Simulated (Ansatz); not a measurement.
# CoO (R-3m): equation of state

An exercise on one series of results from a longer session: the logs are not shown, and one member is left open.

Method: DFT PBE+U (U_eff = 3.3 eV on Co 3d), scalar-relativistic, plane waves, PAW, in Ansatz 0.2.0.

## The structure to begin with

It takes space group R-3m (No. 166, trigonal). The conventional cell has a = 3.056 Å, b = 3.056 Å, c = 7.408 Å, α = 90.00°, β = 90.00°, γ = 120.00°. Around Co (site symmetry -3m) lie 6 O at 2.15 Å. O (site symmetry -3m) is surrounded by 6 Co at 2.15 Å.

Structure file:

```
Co O
1.0
    -2.13109   -2.13109    4.29208
    -4.29208   -2.13109    2.13109
    -2.13109   -4.29208    2.13109
Co O
2 2
Direct
  0.00000 0.00000 0.00000
  0.50000 0.50000 0.50000
  0.25000 0.25000 0.25000
  0.75000 0.75000 0.75000
```

This cell comes from an earlier session at PBE+U (U_eff = 3.3 eV on Co 3d): 9.987 Å³/atom at 0.00 GPa, on a 10×10×10 mesh. The large moments point both ways and cancel.

Volume factors to run: 0.980, 1.020, 0.960, 1.040.

Set-up of the first run:

input.yaml

```yaml
crystal:
  lattice:
    - [-2.1167843032, -2.1167843032, 4.2632697144]
    - [-4.2632697144, -2.1167843032, 2.1167843032]
    - [-2.1167843032, -4.2632697144, 2.1167843032]
  atoms:
    - { symbol: Co, position: [0.0, 0.0, 0.0], spin: 2.8 }
    - { symbol: O, position: [1.2499999983, -0.7500000017, -0.7500000017] }
    - { symbol: Co, position: [0.5, 0.5, 0.5], spin: -2.8 }
    - { symbol: O, position: [1.7500000017, -0.2499999983, -0.2499999983] }
basis:
  ecutwfc: 420
  ecutrho_ratio: 4
kpoints:
  mp_grid: { grid: [10, 10, 10] }
hamiltonian:
  xc: pbe
  hubbard:
    sites:
      - { species: Co, l: d, u_eff: 3.3, starting_ns: start.occupation_matrices }
    ns_hold: { iters: 6 }
scf:
  occupations: { method: gaussian, width: 0.05 }
  lower_state_search: "off"
output:
  forces: true
  stress: true
  eigenvalues: true
  populations: true
magnetization:
  spin_polarized: true
relax:
  f_tol: 0.01
  max_steps: 40
  cell: { stress_tol: 0.1, fix: [volume] }
```

start.occupation_matrices holds the open shells' occupation matrices from the neighbouring geometry.

Started as:

```sh
> ansatz run input.yaml --threads 2 --pin off --max-ram 5120MiB --backend cpu --events-out ev --progress --plain --runs-dir out
```

Among the steps run: Scaling the volume by 0.980; At 1.020 of the relaxed volume; Volume × 0.960; Volume × 1.040.

One of the session's tables, all rows but one given; the rest of the session is left out.

| volume (Å³/atom) | energy (meV/atom) | pressure (GPa) | gap (eV) | moment of atom 1 (μB) |
| --- | --- | --- | --- | --- |
| 9.587 | 9.07 | 7.56 | 2.35 | 2.52 |
| 9.787 | 2.17 | 3.58 | 2.27 | 2.54 |
| 9.987 | 0.00 | 0.00 | 2.16 | 2.54 |
| 10.187 | ? | ? | ? | ? |
| 10.386 | 7.88 | -6.10 | 1.97 | 2.56 |

Q: Estimate the row for volume (Å³/atom) = 10.187 from the others.

Worked estimate for «energy (meV/atom)». A straight line through the neighbours (9.987, 0.00) and (10.386, 7.88) gives 0.00 + (7.88 − 0.00) × (10.187 − 9.987) / (10.386 − 9.987) = 3.95; a parabola fitted to 3 rows on both sides gives 1.92.

The run gave: energy (meV/atom): 2.04; pressure (GPa): -3.21; gap (eV): 2.07; moment of atom 1 (μB): 2.56. In «energy (meV/atom)» the line misses by +1.91 and the parabola by -0.12.

volume (Å³/atom), energy (meV/atom) and a bar:
```
     9.59        9.1 ##############################
     9.79        2.2 #######
     9.99        0.0 
    10.19        2.0 #######
    10.39        7.9 ##########################
```

To keep in mind: Warnings in the runs' records: anti translation declined, stability check not made.
